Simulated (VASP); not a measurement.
Wanted: the native input for a VASP 6.6.1 run.

- Task: electric field gradients
- Functional: PBEsol
- Potentials or basis: VASP PAW PBE potentials, release 64 (Ta_pv, As)
- Cutoff: 700 eV
- k mesh: 13 × 13 × 13
- Occupations: fermi-dirac, width 0.05 eV
- Spin: no spin polarisation
- Further INCAR settings: ALGO = Normal; EDIFF = 1e-07

The structure of TaAs lies in POSCAR:

```
TaAs
1.0
   -1.7218133622      1.7218133622      5.8679415361
    1.7218133622     -1.7218133622      5.8679415361
    1.7218133622      1.7218133622     -5.8679415361
Ta As
2 2
Direct
    0.4999673000      0.9999673000      0.5000000000
    0.7499673000      0.7499673000      0.0000000000
    0.0826321200      0.5826321200      0.5000000000
    0.3326321200      0.3326321200      0.0000000000
```

The cell is a database's computed one.

The input as run:

INCAR

```
  PREC = Accurate
  ENCUT = 700
  EDIFF = 1E-7
  ISMEAR = -1
  SIGMA = 0.05
  LREAL = F
  LASPH = T
  NELM = 80
  ALGO = Normal
  ISIF = 2
  LWAVE = F
  LCHARG = F
  GGA = PS
  LEFG = T
```

KPOINTS

```
Automatic mesh
0
Gamma
  13 13 13
```

Potentials or basis: VASP PAW PBE potentials, release 64 (Ta_pv, As).

Command:

```console
$ cat potpaw_PBE.64/Ta_pv/POTCAR potpaw_PBE.64/As/POTCAR > POTCAR
$ mpirun -np 1 vasp_std > vasp.out
```

Results of the run:

- Pressure: -3.2 GPa
- Largest force: 0.022 eV/Å
- Band gap on the k mesh: none (metal or under the smearing width)

Caveat: the PAW data sets were made with another functional, which shifts forces and pressure a little.

It took 8.6 min on 1 thread of Intel(R) Xeon(R) Platinum 8559C (Emerald Rapids) (shared host), peak memory 0.72 GiB.
